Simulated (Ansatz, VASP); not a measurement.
## Zr in VASP and in Ansatz

```
CELL_PARAMETERS angstrom
3.17721 0.00000 0.00000
-1.58860 2.75154 0.00000
0.00000 0.00000 5.05975
ATOMIC_POSITIONS crystal
Zr 0.33333 0.66667 0.25000
Zr 0.66667 0.33333 0.75000
```

Change from the starting cell: volume scaled by 0.95.

Alike in both runs: task single point; functional PBE; k mesh 13 × 13 × 7; occupations fermi-dirac, width 0.08 eV; no spin polarisation.

|  | VASP | Ansatz |
| --- | --- | --- |
| version | VASP 6.6.1 | Ansatz 0.2.0 |
| potentials or method | VASP PAW PBE potentials, release 64 (Zr_sv), cutoff 520 eV | all-electron LAPW, scalar-relativistic |

|  | VASP | Ansatz | Ansatz less VASP |
| --- | --- | --- | --- |
| pressure (GPa) | 5.8 | 5.8 | +0.01 |
| largest component of the traceless stress (GPa) | 0.77 | 0.77 | +0.002 |

Ansatz ran all-electron here, so the differences hold the error of VASP's frozen core and of both bases.
